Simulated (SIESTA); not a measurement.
Crystal: SnTe.

```xyz
2
Lattice="0.0000 3.1509 3.1509 3.1509 0.0000 3.1509 3.1509 3.1509 0.0000" Properties=species:S:1:pos:R:3 pbc="T T T"
Te    3.1509    3.1509    3.1509
Sn    0.0000    0.0000    0.0000
```

Base run:

```yaml
Program: SIESTA 5.4.2
Functional: PBEsol
Potentials_or_basis: PseudoDojo 0.4 standard (PBEsol files)
Basis: DZP (energy shift 0.003 Ry; two zetas on semicore shells)
Grid_cutoff: 500 Ry
Energy_shift: 0.003 Ry
k_mesh: 7 × 7 × 7
Occupations: fermi-dirac, width 0.05 eV
Spin: no spin polarisation
```

Its results: pressure 0.3 GPa.

**Question.** The run is repeated on the same cell with these changes: functional from PBEsol to PBE; potentials or basis from PseudoDojo 0.4 standard (PBEsol files) to PseudoDojo 0.4 standard (PBE files). What comes out?

**Answer.** Pressure 2.9 GPa.

Caveats: the basis of atomic orbitals isn't converged, which shifts pressures, moduli and gaps.
